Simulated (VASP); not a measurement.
A run of VASP 6.6.1 is set up as follows.

Contents of POSCAR:

```
CdO
1.0
    0.0000000000      2.1055000000      2.1055000000
    2.1055000000      0.0000000000      2.1055000000
    2.1055000000      2.1055000000      0.0000000000
Cd O
1 1
Direct
    0.0000000000      0.0000000000      0.0000000000
    0.5000000000      0.5000000000      0.5000000000
```

File INCAR.step1:

```
PREC     = Accurate       # precision mode
ENCUT    = 520            # plane-wave cutoff, eV
EDIFF    = 1E-5           # SCF threshold, eV
ISMEAR   = -1             # smearing method
SIGMA    = 0.05           # smearing width, eV
LREAL    = False          # projectors in reciprocal space
LASPH    = True           # aspherical terms in the spheres
NELM     = 60             # most SCF steps
ALGO     = Normal         # electronic algorithm
ISIF     = 2              # what is computed and relaxed
LWAVE    = True           # write WAVECAR
LCHARG   = False          # write CHGCAR
NBANDS   = 16             # bands
GGA      = PE             # functional
```

The input INCAR.step2:

```
PREC     = Accurate       # precision mode
ENCUT    = 520            # plane-wave cutoff, eV
EDIFF    = 1E-7           # SCF threshold, eV
ISMEAR   = -1             # smearing method
SIGMA    = 0.05           # smearing width, eV
LREAL    = False          # projectors in reciprocal space
LASPH    = True           # aspherical terms in the spheres
NELM     = 60             # most SCF steps
ALGO     = Normal         # electronic algorithm
ISIF     = 2              # what is computed and relaxed
LWAVE    = False          # write WAVECAR
LCHARG   = False          # write CHGCAR
GGA      = PE             # functional
LHFCALC  = True           # exact exchange
HFSCREEN = 0.2            # screening, 1/A
PRECFOCK = Fast         
NBANDS   = 16             # bands
ISTART   = 1
```

Contents of KPOINTS:

```
Automatic mesh
0
Gamma
  8 8 8
```

Potentials or basis: VASP PAW PBE potentials, release 64 (Cd, O).

Run with:

```sh
$ cat potpaw_PBE.64/Cd/POTCAR potpaw_PBE.64/O/POTCAR > POTCAR
$ cp INCAR.step1 INCAR
$ mpirun -np 1 vasp_std > vasp.out
$ cp INCAR.step2 INCAR
$ mpirun -np 1 vasp_std > vasp.out
```

(1) What does it give for the pressure?

(2) Estimate the band gap on the k mesh.

## Answers

(1) 113.6 GPa.

(2) 1.83 eV, indirect (least direct gap 5.06 eV).

Caveat: a pressure of tens of GPa on the cell as given is suspect, and the run, the potentials or the cell itself is likely at fault; the PAW data sets were made with another functional, which shifts forces and pressure a little.
